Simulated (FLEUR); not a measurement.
# Ga (Cmcm) in FLEUR: a series of runs

One crystal, Ga, is run at these levels: LDA; tasks: band structure, equation of state.

All numbers are computed with FLEUR MaX-R8.1 (later development tree); they aren't measurements. Logs are shortened: lines on timing, memory, paths and dates and some standing lists are left out, and cuts for length are marked.

## 1. Starting point

The structure is orthorhombic, space group Cmcm (No. 63). Conventional cell: a = 2.900 Å, b = 8.130 Å, c = 3.170 Å, α = 90.00°, β = 90.00°, γ = 90.00°. Ga (site symmetry m2m) is surrounded by 8 Ga at 2.68 to 2.90 Å.

This isn't the form of Ga at room conditions, which is orthorhombic.

## 2. Band structure, LDA

inp.xml

```xml
<?xml version="1.0" encoding="UTF-8" standalone="no"?>
<fleurInput fleurInputVersion="0.39">
   <comment>
      Ga                                                                                                  
   </comment>
   <calculationSetup>
      <cutoffs Kmax="4.17" Gmax="12.9" GmaxXC="12.9" numbands="0"/>
      <scfLoop itmax="60" minDistance="0.00001" maxIterBroyd="15" imix="Anderson" alpha="0.05" precondParam="0.0" spinf="2.0" sdNocoIR="T"/>
      <coreElectrons ctail="T" frcor="F" kcrel="0" coretail_lmax="0"/>
      <xcFunctional name="vwn" relativisticCorrections="F"/>
      <magnetism jspins="1"/>
      <soc l_soc="F" theta="0.0" phi="0.0" spav="F"/>
      <expertModes spex="0" secvar="F"/>
      <geometryOptimization l_f="F" forcealpha="1.0" forcemix="BFGS" epsdisp="0.00001" epsforce="0.00001"/>
      <ldaU l_linMix="F" mixParam="0.05" spinf="1.0"/>
   </calculationSetup>
   <cell>
      <bzIntegration valenceElectrons="42.0" mode="hist" fermiSmearingEnergy="0.00183747">
         <kPointListSelection listName="default-1"/>
         <!-- k-points included here -->
         <xi:include xmlns:xi="http://www.w3.org/2001/XInclude" href="kpts.xml"> </xi:include>
      </bzIntegration>
      <!-- symmetry operations included here -->
      <xi:include xmlns:xi="http://www.w3.org/2001/XInclude" href="sym.xml"> </xi:include>
      <bulkLattice scale="1.0">
         <bravaisMatrix>
            <row-1>    2.7401028806699999    -7.6817366964990006     0.0000000000000000</row-1>
            <row-2>    2.7401028806699999     7.6817366964990006     0.0000000000000000</row-2>
            <row-3>    0.0000000000000000     0.0000000000000000     5.9904318149819993</row-3>
         </bravaisMatrix>
      </bulkLattice>
   </cell>
   <atomSpecies>
      <species name="Gallium (Ga)" element="Ga" atomicNumber="31">
         <mtSphere radius="2.35" gridPoints="777" logIncrement="0.016"/>
         <atomicCutoffs lmax="9" lnonsphr="9"/>
         <electronConfig flipSpins="F">
            <coreConfig>(1s1/2) (2s1/2) (2p1/2) (2p3/2)</coreConfig>
            <valenceConfig>(3s1/2) (3p1/2) (3p3/2) (4s1/2) (3d3/2) (3d5/2) (4p1/2) (4p3/2)</valenceConfig>
            <stateOccupation state="(4p1/2)" spinUp="0.166667" spinDown="0.166667"/>
            <stateOccupation state="(4p3/2)" spinUp="0.333333" spinDown="0.333333"/>
         </electronConfig>
         <energyParameters s="4" p="4" d="3" f="4"/>
         <lo type="SCLO" l="0" n="3" eDeriv="0"/>
         <lo type="SCLO" l="1" n="3" eDeriv="0"/>
         <lo type="SCLO" l="1" n="3" eDeriv="1"/>
         <lo type="HELO" l="2" n="4" eDeriv="0"/>
         <lo type="HELO" l="2" n="4" eDeriv="1"/>
         <lo type="SCLO" l="3" n="4" eDeriv="2"/>
      </species>
   </atomSpecies>
   <atomGroups>
      <atomGroup species="Gallium (Ga)">
         <relPos label="                   1">.1330000000 -.1330000000 -1.000/4.000</relPos>
         <relPos label="                   2">-.1330000000 .1330000000 1.000/4.000</relPos>
         <force calculate="T" relaxXYZ="TTT"/>
      </atomGroup>
   </atomGroups>
   <output dos="F" band="F" slice="F">
      <checks vchk="F" cdinf="F"/>
      <bandDOS minEnergy="-.5*Htr" maxEnergy="0.5*Htr" sigma="0.015" storeEVData="T"/>
      <vacuumDOS vacdos="F" integ="F" star="F" nstars="0" locx1="0.0" locy1="0.0" locx2="0.0" locy2="0.0" nstm="0" tworkf="0.0"/>
      <unfoldingBand unfoldBand="F" supercellX="1" supercellY="1" supercellZ="1"/>
      <plotting iplot="0" polar="F">
         <plot TwoD="T" vec1="  1.0  0.0  0.0" vec2="  0.0  1.0  0.0" vec3="  0.0  0.0  1.0" zero="  0.0  0.0  0.0" file="plot"/>
      </plotting>
      <chargeDensitySlicing numkpt="0" minEigenval="0.0" maxEigenval="0.0" nnne="0" pallst="F"/>
      <specialOutput eonly="F"/>
      <moessbauerParams electricFieldGradient="T" isomerShift="T" coreHyperfine="T" valenceHyperfine="T"/>
      <magneticCircularDichroism mcd="F" energyLo="-10.0" energyUp="0.0"/>
   </output>
  <!-- We include the file relax.xml here to enable relaxations (see documentation) -->
  <xi:include xmlns:xi="http://www.w3.org/2001/XInclude" href="relax.xml"> <xi:fallback/> </xi:include>
</fleurInput>
```

crystal.txt

```
Ga
&input cartesian=F /
1.4500000000  -4.0650000000  0.0000000000
1.4500000000  4.0650000000  0.0000000000
0.0000000000  0.0000000000  3.1700000000
1.8897261246
1.0 1.0 1.0

2
31 0.1330000000  0.8670000000  0.7500000000
31 0.8670000000  0.1330000000  0.2500000000

&kpt div1=10 div2=10 div3=8 gamma=T /
```

inp.xml (bands)

```
<?xml version="1.0" encoding="UTF-8" standalone="no"?>
<fleurInput fleurInputVersion="0.39">
   <comment>
      Ga                                                                                                  
   </comment>
   <calculationSetup>
      <cutoffs Kmax="4.17" Gmax="12.9" GmaxXC="12.9" numbands="0"/>
      <scfLoop itmax="60" minDistance="0.00001" maxIterBroyd="15" imix="Anderson" alpha="0.05" precondParam="0.0" spinf="2.0" sdNocoIR="T"/>
      <coreElectrons ctail="T" frcor="F" kcrel="0" coretail_lmax="0"/>
      <xcFunctional name="vwn" relativisticCorrections="F"/>
      <magnetism jspins="1"/>
      <soc l_soc="F" theta="0.0" phi="0.0" spav="F"/>
      <expertModes spex="0" secvar="F"/>
      <geometryOptimization l_f="F" forcealpha="1.0" forcemix="BFGS" epsdisp="0.00001" epsforce="0.00001"/>
      <ldaU l_linMix="F" mixParam="0.05" spinf="1.0"/>
   </calculationSetup>
   <cell>
      <bzIntegration valenceElectrons="42.0" mode="hist" fermiSmearingEnergy="0.00183747">
         <kPointListSelection listName="path-1"/>
         <!-- k-points included here -->
         <xi:include xmlns:xi="http://www.w3.org/2001/XInclude" href="kpts.xml"> </xi:include>
      </bzIntegration>
      <!-- symmetry operations included here -->
      <xi:include xmlns:xi="http://www.w3.org/2001/XInclude" href="sym.xml"> </xi:include>
      <bulkLattice scale="1.0">
         <bravaisMatrix>
            <row-1>    2.7401028806699999    -7.6817366964990006     0.0000000000000000</row-1>
            <row-2>    2.7401028806699999     7.6817366964990006     0.0000000000000000</row-2>
            <row-3>    0.0000000000000000     0.0000000000000000     5.9904318149819993</row-3>
         </bravaisMatrix>
      </bulkLattice>
   </cell>
   <atomSpecies>
      <species name="Gallium (Ga)" element="Ga" atomicNumber="31">
         <mtSphere radius="2.35" gridPoints="777" logIncrement="0.016"/>
         <atomicCutoffs lmax="9" lnonsphr="9"/>
         <electronConfig flipSpins="F">
            <coreConfig>(1s1/2) (2s1/2) (2p1/2) (2p3/2)</coreConfig>
            <valenceConfig>(3s1/2) (3p1/2) (3p3/2) (4s1/2) (3d3/2) (3d5/2) (4p1/2) (4p3/2)</valenceConfig>
            <stateOccupation state="(4p1/2)" spinUp="0.166667" spinDown="0.166667"/>
            <stateOccupation state="(4p3/2)" spinUp="0.333333" spinDown="0.333333"/>
         </electronConfig>
         <energyParameters s="4" p="4" d="3" f="4"/>
         <lo type="SCLO" l="0" n="3" eDeriv="0"/>
         <lo type="SCLO" l="1" n="3" eDeriv="0"/>
         <lo type="SCLO" l="1" n="3" eDeriv="1"/>
         <lo type="HELO" l="2" n="4" eDeriv="0"/>
         <lo type="HELO" l="2" n="4" eDeriv="1"/>
         <lo type="SCLO" l="3" n="4" eDeriv="2"/>
      </species>
   </atomSpecies>
   <atomGroups>
      <atomGroup species="Gallium (Ga)">
         <relPos label="                   1">.1330000000 -.1330000000 -1.000/4.000</relPos>
         <relPos label="                   2">-.1330000000 .1330000000 1.000/4.000</relPos>
         <force calculate="T" relaxXYZ="TTT"/>
      </atomGroup>
   </atomGroups>
   <output dos="F" band="T" slice="F">
      <checks vchk="F" cdinf="F"/>
      <bandDOS minEnergy="-.5*Htr" maxEnergy="0.5*Htr" sigma="0.015" storeEVData="T"/>
      <vacuumDOS vacdos="F" integ="F" star="F" nstars="0" locx1="0.0" locy1="0.0" locx2="0.0" locy2="0.0" nstm="0" tworkf="0.0"/>
      <unfoldingBand unfoldBand="F" supercellX="1" supercellY="1" supercellZ="1"/>
      <plotting iplot="0" polar="F">
         <plot TwoD="T" vec1="  1.0  0.0  0.0" vec2="  0.0  1.0  0.0" vec3="  0.0  0.0  1.0" zero="  0.0  0.0  0.0" file="plot"/>
      </plotting>
      <chargeDensitySlicing numkpt="0" minEigenval="0.0" maxEigenval="0.0" nnne="0" pallst="F"/>
      <specialOutput eonly="F"/>
      <moessbauerParams electricFieldGradient="T" isomerShift="T" coreHyperfine="T" valenceHyperfine="T"/>
      <magneticCircularDichroism mcd="F" energyLo="-10.0" energyUp="0.0"/>
   </output>
  <!-- We include the file relax.xml here to enable relaxations (see documentation) -->
  <xi:include xmlns:xi="http://www.w3.org/2001/XInclude" href="relax.xml"> <xi:fallback/> </xi:include>
</fleurInput>
```

Potentials or basis: all-electron, FLAPW.

The run is started by

```
> inpgen -f crystal.txt -profile fastHighL
> # inp.xml edited to the form shown
> fleur_MPI
> fleur_MPI   # second run, on inp.xml (bands)
```

Log:

```text
Welcome to FLEUR        (www.flapw.de)
      MaX-Release 8.1          (www.max-centre.eu)

 ========== k-point set info ==========
 Selected k-point list: default-1
 k-point list type: mesh
 10 x 10 x 8
 Number of k points: 155

 ------------Calculation Setup---------------------------
 Number of MPI-tasks      :            1
 Number of PE/node        :            1
 Number of OMP-threads    :            1
 Most efficient MPI parallelization for:
           1           5          31         155
 Additional eigenvalue parallelization possible
 Number of basis functions:          406
 Approximate size of matrices (H+S) per k-point:         0.002 GB
 --------------------------------------------------------
 Iteration:     1   Distance:       5.32994288 me/bohr^3
 Iteration:     2   Distance:       4.75326503 me/bohr^3
 Iteration:     3   Distance:       2.38493024 me/bohr^3
 Iteration:     4   Distance:       0.34931633 me/bohr^3
 Iteration:     5   Distance:       0.39297349 me/bohr^3
 Iteration:     6   Distance:       0.05888109 me/bohr^3
 Iteration:     7   Distance:       0.03738363 me/bohr^3
 Iteration:     8   Distance:       0.03043379 me/bohr^3
 Iteration:     9   Distance:       0.00121685 me/bohr^3
 Iteration:    10   Distance:       0.00100380 me/bohr^3
 Iteration:    11   Distance:       0.00007049 me/bohr^3
 Iteration:    12   Distance:       0.00001292 me/bohr^3
 Iteration:    13   Distance:       0.00001779 me/bohr^3
 Iteration:    14   Distance:       0.00000082 me/bohr^3

 ********************************************************************
 Run finished successfully
 Stop message:
   all done
 ********************************************************************
```

output (bands):

```text
Welcome to FLEUR        (www.flapw.de)
      MaX-Release 8.1          (www.max-centre.eu)

 ========== k-point set info ==========
 Selected k-point list: path-1
 k-point list type: path
 Number of k points: 60

 ------------Calculation Setup---------------------------
 Number of MPI-tasks      :            1
 Number of PE/node        :            1
 Number of OMP-threads    :            1
 Most efficient MPI parallelization for:
           1           2           3           4           5           6          10          12          15          20          30          60
 Additional eigenvalue parallelization possible
 Number of basis functions:          408
 Approximate size of matrices (H+S) per k-point:         0.002 GB
 --------------------------------------------------------
 Fermi energy correction for metals:
 Fermi energy in bands.* files may not be consistent with last density.
 Please correct it manually (e.g. in band.gnu file).

 Note: Band structure data (together with different weights) is also stored in the banddos.hdf file.
       A convenient way of extracting and plotting the data from that file is by making use of the

 ********************************************************************
 Run finished successfully
 Stop message:
   Charge density postprocessing done.
 ********************************************************************
```

out.xml (last iteration):

```text
<iteration numberForCurrentRun="   14" overallNumber="   14">
         <energyParameters units="Htr">
            <atomicEP atomType="1" spin="1" branch="4s" branchLowest="-5.01" branchHighest="0.92" value="-0.0079419781"/>
            <atomicEP atomType="1" spin="1" branch="4p" branchLowest="-3.22" branchHighest="1.53" value="0.1944645847"/>
            <atomicEP atomType="1" spin="1" branch="3d" branchLowest="-9.99" branchHighest="-0.28" value="-0.3063428580"/>
            <atomicEP atomType="1" spin="1" branch="4f" branchLowest="-9.99" branchHighest="3.27" value="0.5517056367"/>
            <loAtomicEP atomType="1" spin="1" branch="3s" branchLowest="-45.89" branchHighest="-5.01" value="-5.0151840488"/>
            <loAtomicEP atomType="1" spin="1" branch="3p" branchLowest="-39.94" branchHighest="-3.22" value="-3.2241841586"/>
            <loAtomicEP atomType="1" spin="1" branch="3p" branchLowest="-39.94" branchHighest="-3.22" value="-3.2241841586"/>
            <heloAtomicEP atomType="1" spin="1" branch="4d" branchLowest="1.99" branchHighest="1.99" value="1.9870756324"/>
            <heloAtomicEP atomType="1" spin="1" branch="4d" branchLowest="1.99" branchHighest="1.99" value="1.9870756324"/>
            <loAtomicEP atomType="1" spin="1" branch="4f" branchLowest="-9.99" branchHighest="3.27" value="0.5517081275"/>
         </energyParameters>
         <eigenvalues>
            <eigenvaluesAt spin="1" ikpt="1" k_x="0.00000000" k_y="0.00000000" k_z="0.00000000">
                      -5.0152049073       -5.0151705827       -3.2228756213       -3.2227090930       -3.2225762558
                      -3.2225478988       -3.2222305240       -3.2219187023       -0.3221761281       -0.3213713220
                      -0.3188553702       -0.3183185003       -0.3113347607       -0.3106726037       -0.3096213746
                      -0.3090256266       -0.3089703763       -0.3031144828       -0.1754798742        0.1553125690
                       0.1763156721        0.3428699621        0.4828123983        0.5229746050        0.5570535924
                       0.6214515408        0.6469839281        0.6706366350        0.7101192284        0.7743581446
                       0.8531591489        1.0960842960        1.1123612284
            </eigenvaluesAt>
            <eigenvaluesAt spin="1" ikpt="2" k_x="0.00000000" k_y="0.00000000" k_z="0.12500000">
                      -5.0152034824       -5.0151717681       -3.2228736593       -3.2227200095       -3.2225752057
                      -3.2225488343       -3.2222180613       -3.2219300164       -0.3218411178       -0.3210959285
[... 38 lines left out ...]
            <state n="2" l="1" j="0.5" energy="-40.6273073236" weight="1.0000000000"/>
            <state n="2" l="1" j="1.5" energy="-39.6131435667" weight="2.0000000000"/>
         </coreStates>
         <allElectronCharges>
            <spinDependentCharge spin="1" total="62.0000000" interstitial="2.9370522" mtSpheres="59.0629478"/>
            <totalCharge value="62.0000000002"/>
         </allElectronCharges>
         <moessbauerParams unitsHFF="kG" unitsIS="e/bohr^3" unitsEFG="Htr/bohr^2">
            <coreIsomerShift atomType="1" isTotal="27861.02430">
               <shell n="1" l="0" isomerShift="25320.59814"/>
               <shell n="2" l="0" isomerShift="2519.79165"/>
               <shell n="2" l="1" isomerShift="20.63451"/>
            </coreIsomerShift>
            <isomerShift atomType="1" nucleusRadius="0.0000972" averageDensity="28264.87829"/>
            <electricFieldGradient atomType="1" VXX="0.11711" VYY="0.15394" VZZ="-0.27106" asymParam="0.13587">
            </electricFieldGradient>
         </moessbauerParams>
         <totalEnergy                                    value="    -3882.6705787777" units="Htr">
            <sumOfEigenvalues                            value="    -2226.5142647317">
               <coreElectrons value="-2161.9319796369"/>
               <valenceElectrons value="-64.5822850947"/>
            </sumOfEigenvalues>
            <densityCoulombPotentialIntegral value="-5990.7512568709"/>
            <densityEffectivePotentialIntegral value="-6183.6951528836"/>
            <chargeDenXCDenIntegral value="-145.6924192260"/>
            <FockExchangeEnergyValence value="0.0000000000"/>
            <FockExchangeEnergyCore value="0.0000000000"/>
            <atomTypeDependentContributions atomType="1">
               <electronNucleiInteractionDifferentMTs value="4673.2056505324"/>
               <MadelungTerm value="-25.5777687357"/>
            </atomTypeDependentContributions>
            <tkbTimesEntropy value="0.0001217488"/>
            <freeEnergy value="-3882.6707005265"/>
            <extrapolationTo0K value="-3882.6706396521"/>
         </totalEnergy>
         <densityConvergence units="me/bohr^3">
            <chargeDensity spin="1" distance="0.0000008236"/>
         </densityConvergence>
      </iteration>
```

Run time: 1.8 min. Hardware: 1 thread of Arm Neoverse V2, shared host; peak memory 0.07 GiB.

What came out:

```yaml
Free_energy: -105652.8521 eV
Band_gap_along_the_path: none (metal or under the smearing width)
Valence_electrons_inside_the_program's_atomic_spheres: Ga 19.53 (radii Ga 2.35 bohr)
```

Levels at the corners of the path, in eV from the Fermi level:
| point | band 19 | band 20 | band 21 | band 22 | band 23 | band 24 |
| --- | --- | --- | --- | --- | --- | --- |
| Γ | -11.16 | -2.16 | -1.59 | 2.95 | 6.75 | 7.85 |
| X | -6.18 | -5.58 | -3.86 | 3.86 | 4.19 | 7.14 |
| S | -6.66 | -5.32 | -1.65 | -0.38 | 6.50 | 6.73 |
| R | -3.02 | -3.02 | -1.51 | -1.51 | 1.94 | 1.94 |
| A | -2.65 | -2.65 | -1.80 | -1.80 | 0.36 | 0.36 |
| Z | -7.34 | -7.34 | 1.95 | 1.95 | 2.56 | 2.56 |
| Γ | -11.16 | -2.16 | -1.59 | 2.95 | 6.75 | 7.85 |
| Y | -9.13 | -8.51 | 5.18 | 5.82 | 5.90 | 7.11 |
| X1 | -6.18 | -5.58 | -3.86 | 3.86 | 4.19 | 7.14 |
| A1 | -2.65 | -2.65 | -1.80 | -1.80 | 0.36 | 0.36 |
| T | -5.56 | -5.56 | -4.11 | -4.11 | 9.58 | 9.58 |
| Y | -9.13 | -8.51 | 5.18 | 5.82 | 5.90 | 7.11 |
| Z | -7.34 | -7.34 | 1.95 | 1.95 | 2.56 | 2.56 |
| T | -5.56 | -5.56 | -4.11 | -4.11 | 9.58 | 9.58 |

Core levels (eV from the Fermi level):
| atom | levels |
| --- | --- |
| 1 Ga | 1s1/2 -10203.5, 2s1/2 -1255.2, 2p1/2 -1111.9, 2p3/2 -1084.3 |
| 2 Ga | 1s1/2 -10203.5, 2s1/2 -1255.2, 2p1/2 -1111.9, 2p3/2 -1084.3 |

## 3. Equation of state, LDA, 17.56 Å³/atom (volume scaled by 0.94)

inp.xml: that of step 2 with these lines changed.

```diff
@@ -6,3 +6,3 @@
    <calculationSetup>
-      <cutoffs Kmax="4.17" Gmax="12.9" GmaxXC="12.9" numbands="0"/>
+      <cutoffs Kmax="4.3" Gmax="13.3" GmaxXC="13.3" numbands="0"/>
       <scfLoop itmax="60" minDistance="0.00001" maxIterBroyd="15" imix="Anderson" alpha="0.05" precondParam="0.0" spinf="2.0" sdNocoIR="T"/>
@@ -24,3 +24,3 @@
       <xi:include xmlns:xi="http://www.w3.org/2001/XInclude" href="sym.xml"> </xi:include>
-      <bulkLattice scale="1.0">
+      <bulkLattice scale="0.9795861087">
          <bravaisMatrix>
@@ -34,3 +34,3 @@
       <species name="Gallium (Ga)" element="Ga" atomicNumber="31">
-         <mtSphere radius="2.35" gridPoints="777" logIncrement="0.016"/>
+         <mtSphere radius="2.28" gridPoints="777" logIncrement="0.016"/>
          <atomicCutoffs lmax="9" lnonsphr="9"/>
```

Potentials or basis: all-electron, FLAPW.

The run is started by

```
> inpgen -f crystal.txt -profile fastHighL
> # inp.xml edited to the form shown
> fleur_MPI
```

Run time: 94 s. Hardware: 1 thread of Arm Neoverse V2, shared host; peak memory 0.08 GiB.

It converged, with:

```yaml
Free_energy: -105652.8865 eV
Band_gap_on_the_k_mesh: none (metal or under the smearing width)
Valence_electrons_inside_the_program's_atomic_spheres: Ga 19.43 (radii Ga 2.28 bohr)
```

(Part 1 of 2 ends here.)
